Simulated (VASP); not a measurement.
# As (Pm-3m) in VASP: settings compared, part 2 of 2

VASP 6.6.1.

## Step 3: Single point, PBE

INCAR

```
  PREC = Accurate
  ENCUT = 450
  EDIFF = 1E-7
  ISMEAR = 0
  SIGMA = 0.02
  LREAL = F
  LASPH = T
  NELM = 100
  ALGO = Normal
  ISIF = 2
  LWAVE = F
  LCHARG = F
  GGA = PE
  NBANDS = 8
```

KPOINTS

```
regular mesh
0
Gamma
  4 4 4
```

POSCAR

```
As
1.0
    2.7036817444      0.0000000000      0.0000000000
    0.0000000000      2.7036817444      0.0000000000
    0.0000000000      0.0000000000      2.7036817444
As
1
Direct
    0.5000000000      0.5000000000      0.5000000000
```

Potentials or basis: VASP PAW PBE potentials, release 64 (As_GW).

Run with:

```sh
cat potpaw_PBE.64/As_GW/POTCAR > POTCAR
mpirun -np 1 vasp_std > vasp.out
```

OUTCAR:

```text
PREC = Accurate
   ENCUT = 450
   EDIFF = 1E-7
   ISMEAR = 0
   LREAL = F
   LASPH = T
   NELM = 100
   ISIF = 2
   GGA = PE

 ion  position               nearest neighbor table
   1  0.500  0.500  0.500-

  LATTYP: Found a simple cubic cell.
 ALAT       =     2.7036817444

  Lattice vectors:

 A1 = (   2.7036817444,   0.0000000000,   0.0000000000)
 A2 = (   0.0000000000,   2.7036817444,   0.0000000000)
 A3 = (   0.0000000000,   0.0000000000,   2.7036817444)

Analysis of symmetry for initial positions (statically):
=====================================================================
 Subroutine PRICEL returns:
 Original cell was already a primitive cell.

 Routine SETGRP: Setting up the symmetry group for a
 simple cubic supercell.

 Subroutine GETGRP returns: Found 48 space group operations
 (whereof 48 operations were pure point group operations)
 out of a pool of 48 trial point group operations.

The static configuration has the point symmetry O_h .

Analysis of symmetry for dynamics (positions and initial velocities):
=====================================================================
 Subroutine PRICEL returns:
 Original cell was already a primitive cell.

 Routine SETGRP: Setting up the symmetry group for a
 simple cubic supercell.

 Subroutine GETGRP returns: Found 48 space group operations
 (whereof 48 operations were pure point group operations)
 out of a pool of 48 trial point group operations.

The dynamic configuration has the point symmetry O_h .

 Subroutine INISYM returns: Found 48 space group operations
 (whereof 48 operations are pure point group operations),
 and found     1 'primitive' translations

----------------------------------------------------------------------------------------

                                     Primitive cell

  volume of cell :      19.7636

  direct lattice vectors                    reciprocal lattice vectors
     2.703681744  0.000000000  0.000000000     0.369866018  0.000000000  0.000000000
     0.000000000  2.703681744  0.000000000     0.000000000  0.369866018  0.000000000
     0.000000000  0.000000000  2.703681744     0.000000000  0.000000000  0.369866018

  length of vectors
     2.703681744  2.703681744  2.703681744     0.369866018  0.369866018  0.369866018

  position of ions in fractional coordinates (direct lattice)
     0.500000000  0.500000000  0.500000000

  ion indices of the primitive-cell ions
   primitive index   ion index
                 1           1

----------------------------------------------------------------------------------------

 KPOINTS: regular mesh

Automatic generation of k-mesh.
 Grid dimensions read from file:
 generate k-points for:    4    4    4

 Generating k-lattice:

  Cartesian coordinates                     Fractional coordinates (reciprocal lattice)
     0.092466504  0.000000000  0.000000000     0.250000000  0.000000000  0.000000000
     0.000000000  0.092466504  0.000000000     0.000000000  0.250000000  0.000000000
     0.000000000  0.000000000  0.092466504     0.000000000  0.000000000  0.250000000

  Length of vectors
     0.092466504  0.092466504  0.092466504

  Shift w.r.t. Gamma in fractional coordinates (k-lattice)
     0.000000000  0.000000000  0.000000000

 Subroutine IBZKPT returns following result:
 ===========================================

 Found     10 irreducible k-points:

 Following reciprocal coordinates:
            Coordinates               Weight
  0.000000  0.000000  0.000000      1.000000
  0.250000  0.000000  0.000000      6.000000
  0.500000  0.000000  0.000000      3.000000
  0.250000  0.250000  0.000000     12.000000
  0.500000  0.250000  0.000000     12.000000
  0.500000  0.500000  0.000000      3.000000
  0.250000  0.250000  0.250000      8.000000
  0.500000  0.250000  0.250000     12.000000
  0.500000  0.500000  0.250000      6.000000
  0.500000  0.500000  0.500000      1.000000
   k-points           NKPTS =     10   k-points in BZ     NKDIM =     10   number of bands    NBANDS=      8
   number of dos      NEDOS =    301   number of ions     NIONS =      1
   total plane-waves  NPLWV =   8000
   dimension x,y,z NGX =    20 NGY =   20 NGZ =   20
   dimension x,y,z NGXF=    40 NGYF=   40 NGZF=   40
   ions per type =               1
   NGX,Y,Z   is equivalent  to a cutoff of  12.30, 12.30, 12.30 a.u.
   NGXF,Y,Z  is equivalent  to a cutoff of  24.60, 24.60, 24.60 a.u.
 SYSTEM =  unknown system
   PREC   = accura    normal or accurate (medium, high low for compatibility)
   ISTART =      0    job   : 0-new  1-cont  2-samecut
   ICHARG =      2    charge: 1-file 2-atom 10-const
   ISPIN  =      1    spin polarized calculation?
   LNONCOLLINEAR =      F non collinear calculations
   LSORBIT =      F    spin-orbit coupling
   LASPH  =      T    aspherical Exc in radial PAW
   ENCUT  =  450.0 eV  33.07 Ry    5.75 a.u.   4.68  4.68  4.68*2*pi/ulx,y,z
   NELM   =    100;   NELMIN=  2; NELMDL= -5     # of ELM steps
   EDIFF  = 0.1E-06   stopping-criterion for ELM
   LREAL  =      F    real-space projection
   EDIFFG = 0.1E-05   stopping-criterion for IOM
   NSW    =      0    number of steps for IOM
   IBRION =     -1    ionic relax: 0-MD 1-quasi-New 2-CG
   NFREE  =      0    steps in history (QN), initial steepest desc. (CG)
   ISIF   =      2    stress and relaxation
   ISYM   =      2    0-nonsym 1-usesym 2-fastsym
   POTIM  = 0.5000    time-step for ionic-motion
   TEBEG  =    0.0;   TEEND  =   0.0 temperature during run
   PSTRESS=    0.0 pullay stress
   NELECT =       5.0000    total number of electrons
   NUPDOWN=      -1.0000    fix difference up-down
   EMIN   =  10.00;   EMAX   =-10.00  energy-range for DOS
   EFERMI =   0.00;   METHOD = LEGACY
   ISMEAR =     0;   SIGMA  =   0.02  broadening in eV -4-tet -1-fermi 0-gaus
   EFERMI_NEDOS =   21; number of points for ismear=-14 and -15
   IALGO  =     38    algorithm
   IMIX   =      4    mixing-type and parameters
     AMIX     =   0.40;   BMIX     =  1.00
     AMIX_MAG =   1.60;   BMIX_MAG =  1.00
  volume/ion in A,a.u.               =      19.76       133.37
  Fermi-wavevector in a.u.,A,eV,Ry     =   1.035403  1.956627 14.586243  1.072059
  Thomas-Fermi vector in A             =   2.169744
   LORBIT       =      0    0 simple, 1 ext, 2 COOP (PROOUT), +10 PAW based schemes
   GGA     = PE    functional components
   LHFCALC =     F    Hartree Fock is set to
   AEXX    =    0.0000 exact exchange contribution
   IVDW    =     0    specifies the selected vdW correction
   LEPSILON=     F    determine dielectric tensor
   LRPA    =     F    only Hartree local field effects (RPA)
 non-spin polarized calculation
 Gauss-broadening in eV      SIGMA  =   0.02
  energy-cutoff  :      450.00
  volume of cell :       19.76
 maximum number of plane-waves:       438
 NGX is ok and might be reduce to    20
   NGX =  9   NGY =  9   NGZ =  9

 number of electron       5.0000001 magnetization

 Free energy of the ion-electron system (eV)
  ---------------------------------------------------
  ext. energy  EPLUGINS =         0.00000000
  ---------------------------------------------------
  free energy    TOTEN  =        -4.11550844 eV

  energy without entropy =       -4.11418341  energy(sigma->0) =       -4.11484593

 E-fermi :   6.2121     XC(G=0): -10.4452

 val. band max:        5.2315036778   @ k =   0.2500   0.2500   0.2500
 cond. band min:       6.2257591189   @ k =   0.5000   0.2500   0.0000
 fundamental gap:      0.9942554411
 Fermi energy:         6.2120777119

 k-point     1 :       0.0000    0.0000    0.0000
  band No.  band energies     occupation
      1      -9.0748      2.00000
      2      10.0605      0.00000
      3      10.0605      0.00000
      4      10.0605      0.00000
      5      14.4134      0.00000
      6      14.4134      0.00000
      7      16.4520      0.00000
      8      30.8137      0.00000
[... 89 lines left out ...]
 k-point    10 :       0.5000    0.5000    0.5000
  band No.  band energies     occupation
      1       0.9550      2.00000
      2       4.0840      2.00000
      3       4.0840      2.00000
      4       4.0840      2.00000
      5      11.8691      0.00000
      6      11.8691      0.00000
      7      11.8691      0.00000
      8      15.4970      0.00000

------------------------ aborting loop because EDIFF is reached ----------------------------------------

  FORCE on cell =-STRESS in cart. coord.  units (eV):
  Direction    XX          YY          ZZ          XY          YZ          ZX
  --------------------------------------------------------------------------------------
  -------------------------------------------------------------------------------------
  Total        0.1171492      0.1171492      0.1171492     -0.0000000     -0.0000000     -0.0000000
  in kB        9.4969310      9.4969310      9.4969310     -0.0000000     -0.0000000     -0.0000000
  external PRESSURE =       9.4969310 kB  Pullay stress =       0.0000000 kB

 VOLUME and BASIS-vectors are now :
 -----------------------------------------------------------------------------
  energy-cutoff  :      450.00
  volume of cell :       19.76
      direct lattice vectors                 reciprocal lattice vectors
     2.703681744  0.000000000  0.000000000     0.369866018  0.000000000  0.000000000
     0.000000000  2.703681744  0.000000000     0.000000000  0.369866018  0.000000000
     0.000000000  0.000000000  2.703681744     0.000000000  0.000000000  0.369866018

 POSITION                                       TOTAL-FORCE (eV/Angst)
 -----------------------------------------------------------------------------------
      1.35184      1.35184      1.35184         0.000000      0.000000      0.000000
 -----------------------------------------------------------------------------------
    total drift:                                0.000000     -0.000000      0.000000

  FREE ENERGIE OF THE ION-ELECTRON SYSTEM (eV)
  ---------------------------------------------------
  free  energy   TOTEN  =        -4.1155084425 eV

  energy  without entropy=       -4.1141834078  energy(sigma->0) =       -4.11484593
```

OSZICAR:

```text
N       E                     dE             d eps       ncg     rms          rms(c)
DAV:   1     0.594704051226E+01    0.59470E+01   -0.19783E+03   160   0.422E+02
DAV:   2    -0.398451859651E+01   -0.99316E+01   -0.96703E+01   208   0.502E+01
DAV:   3    -0.411112407980E+01   -0.12661E+00   -0.12661E+00   192   0.790E+00
DAV:   4    -0.411224134094E+01   -0.11173E-02   -0.11173E-02   256   0.518E-01
DAV:   5    -0.411224379501E+01   -0.24541E-05   -0.24543E-05   192   0.163E-02    0.743E-01
DAV:   6    -0.411392823111E+01   -0.16844E-02   -0.10834E-03   176   0.201E-01    0.469E-01
DAV:   7    -0.411549720740E+01   -0.15690E-02   -0.32820E-03   160   0.335E-01    0.263E-02
DAV:   8    -0.411550577929E+01   -0.85719E-05   -0.12736E-04   216   0.811E-02    0.625E-03
DAV:   9    -0.411550835748E+01   -0.25782E-05   -0.18689E-06   184   0.798E-03    0.209E-03
DAV:  10    -0.411550844253E+01   -0.85052E-07   -0.67482E-07   176   0.530E-03
   1 F= -.41155084E+01 E0= -.41148459E+01  d E =-.132503E-02
```

stdout:

```text
POSCAR found type information on POSCAR As
 POSCAR found :  1 types and       1 ions
 scaLAPACK will be used
 LDA part: xc-table for (Slater+PW92), standard interpolation
 POSCAR, INCAR and KPOINTS ok, starting setup
 FFT: planning ... GRIDC
 FFT: planning ... GRID_SOFT
 FFT: planning ... GRID
 WAVECAR not read
 entering main loop
```

It took 1.6 s on 1 thread of Intel Xeon Platinum 8488C (Sapphire Rapids), shared host; peak memory 0.12 GiB.

What came out:

* Free energy: -4.1155 eV
* Pressure: 0.9 GPa
* Band gap on the k mesh: none (metal or under the smearing width)

Caveat: the k mesh is coarse (spacing up to 0.58 Å⁻¹), so the values aren't converged.

## Step 4: Relaxation of cell and atoms, LDA

INCAR

```
SYSTEM = As
PREC = Accurate
ENCUT = 600
EDIFF = 1E-6
ISMEAR = -1
SIGMA = 0.05
LREAL = .False.
LASPH = .True.
NELM = 60
ALGO = Fast
ISIF = 3
LWAVE = .False.
LCHARG = .False.
IBRION = 2
NSW = 40
EDIFFG = -0.01
```

KPOINTS

```
Automatic mesh
0
Gamma
  10 10 10
  0 0 0
```

POSCAR is that of step 3.

Potentials or basis: VASP PAW LDA potentials, release 64 (As).

Run with:

```sh
cat potpaw_LDA.64/As/POTCAR > POTCAR
mpirun -np 1 vasp_std > vasp.out
```

Run time: 10 s. Hardware: 1 thread of Intel Xeon Platinum 8259CL at 2.50GHz (Skylake/Cascade Lake), shared host; peak memory 0.13 GiB.

It converged, with:

```yaml
Free_energy: -5.3364 eV
Relaxed_volume: 19.14 Å³/atom
Relaxed_cell: a = 2.675 Å, b = 2.675 Å, c = 2.675 Å, α = 90.00°, β = 90.00°, γ = 90.00°
Space_group_after_relaxing_to_0.05_Å: Pm-3m (No. 221)
Energy_gained_by_relaxing: 5.8 meV/atom
Ionic_steps: 3
Pressure_after_relaxing: 0.0 GPa
Band_gap_on_the_k_mesh: none (metal or under the smearing width)
```

The path:
| step | energy change (eV) | largest force (eV/Å) | pressure (GPa) | volume (Å³) |
| --- | --- | --- | --- | --- |
| 1 | 0.0000 | 0.0000 | -2.87 | 19.76 |
| 2 | -0.0036 | 0.0000 | 1.93 | 18.77 |
| 3 | -0.0058 | 0.0000 | -0.01 | 19.14 |

Final structure:
```xyz
1
Lattice="2.6747 0.0000 0.0000 0.0000 2.6747 0.0000 0.0000 0.0000 2.6747" Properties=species:S:1:pos:R:3 pbc="T T T"
As    1.3374    1.3374    1.3374
```

Levels at points of the mesh, in eV from the Fermi level:
```tsv
k point	band 1	band 2	band 3	band 4	band 5	band 6
(0.00, 0.00, 0.00)	-15.23	4.28	4.28	4.28	8.67	8.67
(0.50, 0.00, 0.00)	-11.96	-7.14	6.67	6.67	11.43	14.27
(0.50, 0.50, 0.00)	-8.53	-4.36	-4.36	2.40	8.92	16.93
(0.50, 0.50, 0.50)	-4.74	-1.83	-1.83	-1.83	5.97	5.97
```

## Step 5: Relaxation of cell and atoms, PBE

Changes to INCAR since step 4:

```diff
@@ -13,2 +13,3 @@
 LCHARG = .False.
+GGA = PE
 IBRION = 2
```

KPOINTS is that of step 4.

POSCAR is that of step 4.

Potentials or basis: VASP PAW PBE potentials, release 64 (As).

Run with:

```sh
cat potpaw_PBE.64/As/POTCAR > POTCAR
mpirun -np 1 vasp_std > vasp.out
```

OUTCAR:

```text
SYSTEM = As
   PREC = Accurate
   ENCUT = 600
   EDIFF = 1E-6
   ISMEAR = -1
   LREAL = .False.
   LASPH = .True.
   NELM = 60
   ISIF = 3
   GGA = PE
   IBRION = 2
   NSW = 40
   EDIFFG = -0.01

 ion  position               nearest neighbor table
   1  0.500  0.500  0.500-

  LATTYP: Found a simple cubic cell.
 ALAT       =     2.7036817444

  Lattice vectors:

 A1 = (   2.7036817444,   0.0000000000,   0.0000000000)
 A2 = (   0.0000000000,   2.7036817444,   0.0000000000)
 A3 = (   0.0000000000,   0.0000000000,   2.7036817444)

Analysis of symmetry for initial positions (statically):
=====================================================================
[... 247 lines left out ...]
  ext. energy  EPLUGINS =         0.00000000
  ---------------------------------------------------
  free energy    TOTEN  =        -4.57278901 eV

  energy without entropy =       -4.57051251  energy(sigma->0) =       -4.57165076

 E-fermi :   5.5774     XC(G=0): -10.3103

 val. band max:        5.5328259508   @ k =   0.3000   0.3000   0.3000
 cond. band min:       5.6202884718   @ k =   0.2000   0.2000   0.0000
 fundamental gap:      0.0874625210
 Fermi energy:         5.5773705884

 k-point     1 :       0.0000    0.0000    0.0000
  band No.  band energies     occupation
      1      -9.1070      2.00000
      2       9.6781      0.00000
      3       9.6781      0.00000
      4       9.6781      0.00000
      5      14.0999      0.00000
      6      14.0999      0.00000
[... 199 lines left out ...]
 k-point    24 :       0.3000    0.1000    0.1000
  band No.  band energies     occupation
      1      -7.2164      2.00000
      2       2.3094      2.00000
      3       9.0091      0.00000
      4       9.4538      0.00000
      5      17.9778      0.00000
      6      18.0036      0.00000

 [... further k-points ...]
[... 5 lines left out ...]
  --------------------------------------------------------------------------------------
  -------------------------------------------------------------------------------------
  Total        0.0012100      0.0012100      0.0012100     -0.0000000      0.0000000     -0.0000000
  in kB        0.0954442      0.0954442      0.0954442     -0.0000000      0.0000000     -0.0000000
  external PRESSURE =       0.0954442 kB  Pullay stress =       0.0000000 kB
[... 16 lines left out ...]
  FREE ENERGIE OF THE ION-ELECTRON SYSTEM (eV)
  ---------------------------------------------------
  free  energy   TOTEN  =        -4.5727890101 eV

  energy  without entropy=       -4.5705125102  energy(sigma->0) =       -4.57165076

 reached required accuracy - stopping structural energy minimisation
```

CONTCAR:

```text
As
   1.00000000000000
     2.7284818355235099    0.0000000000000000    0.0000000000000000
    -0.0000000000000000    2.7284818355235099   -0.0000000000000000
    -0.0000000000000000   -0.0000000000000000    2.7284818355235099
  As
     1
Direct
     0.5000000000000000    0.5000000000000000    0.5000000000000000

  0.00000000E+00  0.00000000E+00  0.00000000E+00
```

Wall time 12 s (1 thread of Intel Xeon Platinum 8259CL at 2.50GHz (Skylake/Cascade Lake), shared host); peak memory 0.14 GiB.

Results:

* Free energy: -4.5728 eV
* Relaxed volume: 20.31 Å³/atom
* Relaxed cell: a = 2.728 Å, b = 2.728 Å, c = 2.728 Å, α = 90.00°, β = 90.00°, γ = 90.00°
* Space group after relaxing (to 0.05 Å): Pm-3m (No. 221)
* Energy gained by relaxing: 4.0 meV/atom
* Ionic steps: 3
* Pressure after relaxing: 0.0 GPa
* Band gap on the k mesh: none (metal or under the smearing width)

Step by step:
```csv
step,energy change (eV),largest force (eV/Å),pressure (GPa),volume (Å³)
1,0.0000,0.0000,2.37,19.76
2,-0.0029,0.0000,-1.14,20.61
3,-0.0040,0.0000,0.01,20.31
```

Final structure:
```cif
data_structure
_symmetry_space_group_name_H-M 'P 1'
_symmetry_Int_Tables_number 1
_cell_length_a 2.7285
_cell_length_b 2.7285
_cell_length_c 2.7285
_cell_angle_alpha 90.000
_cell_angle_beta 90.000
_cell_angle_gamma 90.000
_cell_volume 20.31
loop_
_atom_site_label
_atom_site_type_symbol
_atom_site_fract_x
_atom_site_fract_y
_atom_site_fract_z
_atom_site_occupancy
As1 As 0.50000 0.50000 0.50000 1
```

Levels at points of the mesh, in eV from the Fermi level:
| k point | band 1 | band 2 | band 3 | band 4 | band 5 | band 6 |
| --- | --- | --- | --- | --- | --- | --- |
| (0.00, 0.00, 0.00) | -14.68 | 4.10 | 4.10 | 4.10 | 8.52 | 8.52 |
| (0.50, 0.00, 0.00) | -11.66 | -6.67 | 6.30 | 6.30 | 11.13 | 14.02 |
| (0.50, 0.50, 0.00) | -8.52 | -4.08 | -4.08 | 2.68 | 8.37 | 16.20 |
| (0.50, 0.50, 0.50) | -5.07 | -1.72 | -1.72 | -1.72 | 6.04 | 6.04 |

## Step 6: For comparison

An earlier run on the cell as given: functional PBE; potentials or basis VASP PAW PBE potentials, release 64 (As); cutoff 520 eV; k mesh 10 × 10 × 10; occupations fermi-dirac, width 0.05 eV; no spin polarisation.

* Pressure: 2.4 GPa
* Band gap on the k mesh: none (metal or under the smearing width)

## Step 7: The runs side by side

```tsv
task	level	potentials or basis	cell	k mesh	cutoff (eV)	smearing	other keys	mesh quality	gap on the mesh (eV)	pressure (GPa)	relaxed volume (Å³/atom)
relaxation of cell and atoms	PBEsol	VASP PAW PBE potentials, release 64 (As)	relaxed	10 × 10 × 10	600	fermi-dirac 0.05 eV	IBRION = 1; ISIF = 8	not flagged	none	0.0	19.49
single point	PBE	VASP PAW PBE potentials, release 64 (As_GW)	as given	4 × 4 × 4	450	gaussian 0.02 eV	-	coarse	none	0.9	-
relaxation of cell and atoms	LDA	VASP PAW LDA potentials, release 64 (As)	relaxed	10 × 10 × 10	600	fermi-dirac 0.05 eV	-	not flagged	none	0.0	19.14
relaxation of cell and atoms	PBE	VASP PAW PBE potentials, release 64 (As)	relaxed	10 × 10 × 10	600	fermi-dirac 0.05 eV	-	not flagged	none	0.0	20.31
single point	PBE	VASP PAW PBE potentials, release 64 (As)	as given	10 × 10 × 10	520	fermi-dirac 0.05 eV	-	not flagged	none	2.4	-
```

Alike in all rows: no spin polarisation.

Caveats: some runs use coarse meshes; the PAW data sets were made with another functional, which shifts forces and pressure a little (some runs).

Absolute energies hang on the potentials; compare differences alone.
